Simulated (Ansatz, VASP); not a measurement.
## Two plane-wave programs on Os

```
Os
1.0
    -1.54882    1.54882    1.54882
     1.54882   -1.54882    1.54882
     1.54882    1.54882   -1.54882
Os
1
Direct
  0.00000 0.00000 0.00000
```

Alike in both runs: task single point; functional BLYP; k mesh 16 × 16 × 16; occupations fermi-dirac, width 0.1 eV; no spin polarisation.

|  | VASP | Ansatz |
| --- | --- | --- |
| version | VASP 6.6.1 | Ansatz 0.2.0 |
| potentials or method | VASP PAW PBE potentials, release 64 (Os) | plane waves (420 eV) with PAW, scalar-relativistic |
| plane-wave cutoff (eV) | 520 | 420 |
| valence electrons in the cell | 8 | 16 |

|  | VASP | Ansatz | Ansatz less VASP |
| --- | --- | --- | --- |
| pressure (GPa) | 16.7 | 13.7 | -3.03 |

The two sets of potentials don't hold the same shells in valence.

Caveats: so large a pressure means that the cell lies far from this level's equilibrium, or that cutoff or potentials fall short (VASP); the potentials were made for another functional, which shifts forces and pressure (VASP). Spin-orbit coupling is left out, which matters for the levels of Os.
